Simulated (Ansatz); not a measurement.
The system is Si2Mo.

```
Mo Si
1.0
    -1.60000    1.60000    3.93050
     1.60000   -1.60000    3.93050
     1.60000    1.60000   -3.93050
Mo Si
1 2
Direct
  0.00000 0.00000 0.00000
  0.66700 0.66700 0.00000
  0.33300 0.33300 0.00000
```

Program: Ansatz 0.2.0. Alike in all runs: task single point; level HSE06 form with a typed share of exact exchange; potentials or basis Ansatz PAW; no spin polarisation; cell as given; k mesh 6 × 6 × 6; cutoff (eV) 420; smearing fermi-dirac 0.05 eV; the mesh is coarse, so values aren't converged.

Q: Order these runs on this cell by their pressure, lowest first.
A. share of exact exchange 0.4
B. share of exact exchange 0.1
C. share of exact exchange 0.2
D. share of exact exchange 0.3
E. share of exact exchange 0.5

A: E (-9.2 GPa), A (-7.1 GPa), D (-4.9 GPa), C (-2.6 GPa), B (-0.3 GPa).

Caveats: all runs use coarse meshes; the PAW data sets come from PBE, with cores solved anew for the run's functional, which leaves a small shift of forces and pressure; the thresholds are loose for stress.
